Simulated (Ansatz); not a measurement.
# MoI: the cost of one run

Computed with Ansatz 0.2.0 (DFT PBE, scalar-relativistic, plane waves, PAW, unless a step's input says otherwise).

## (1) The system as given

It takes space group P6_3/mmc (No. 194, hexagonal). The conventional cell has a = 4.402 Å, b = 4.402 Å, c = 6.288 Å, α = 90.00°, β = 90.00°, γ = 120.00°. Mo (site symmetry -3m) has 6 I at 2.99 Å and 2 Mo at 3.14 Å as nearest neighbours. Around I (site symmetry -6m2) lie 6 Mo at 2.99 Å.

Structure file:

```cif
data_structure
_symmetry_space_group_name_H-M 'P6_3/mmc'
_symmetry_Int_Tables_number 194
_cell_length_a 4.4019
_cell_length_b 4.4019
_cell_length_c 6.2885
_cell_angle_alpha 90.000
_cell_angle_beta 90.000
_cell_angle_gamma 120.000
_cell_volume 105.53
loop_
_atom_site_label
_atom_site_type_symbol
_atom_site_symmetry_multiplicity
_atom_site_Wyckoff_symbol
_atom_site_fract_x
_atom_site_fract_y
_atom_site_fract_z
_atom_site_occupancy
Mo1 Mo 2 a 0.00000 0.00000 0.00000 1
I1 I 2 c 0.33333 0.66667 0.25000 1
```

(A quick probe on a coarse mesh, which set the mesh and smearing, is not shown.)

## (3) Rough relaxation on the coarse mesh

input.yaml reads:

```yaml
crystal:
  lattice:
    - [4.4019356866, 0.0, 0.0]
    - [-2.2009678433, 3.8121881304, 0.0]
    - [0.0, 0.0, 6.2884800797]
  atoms:
    - { symbol: Mo, position: [0.0, 0.0, 0.0] }
    - { symbol: Mo, position: [0.0, 0.0, 0.5] }
    - { symbol: I, position: [0.3333333333, 0.6666666667, 0.25] }
    - { symbol: I, position: [0.6666666667, 0.3333333333, 0.75] }
basis:
  ecutwfc: 420
kpoints:
  mp_grid: { grid: [6, 6, 4] }
hamiltonian:
  xc: pbe
scf:
  occupations: { method: gaussian, width: 0.1 }
  lower_state_search: "off"
output:
  forces: true
  stress: true
  eigenvalues: true
relax:
  adjacent_minimum: "off"
  f_tol: 0.04
  max_steps: 70
  cell: { stress_tol: 0.4 }
```

Run with:

```
$ ansatz run input.yaml --threads 1 --pin off --max-ram 2560MiB --backend cpu --events-out ev --progress --plain --runs-dir out
```

What time and memory should one allow on 1 thread of Intel Xeon Platinum 8259CL at 2.50GHz (Skylake/Cascade Lake), shared host?

About 62 s, with a peak of 0.47 GiB.
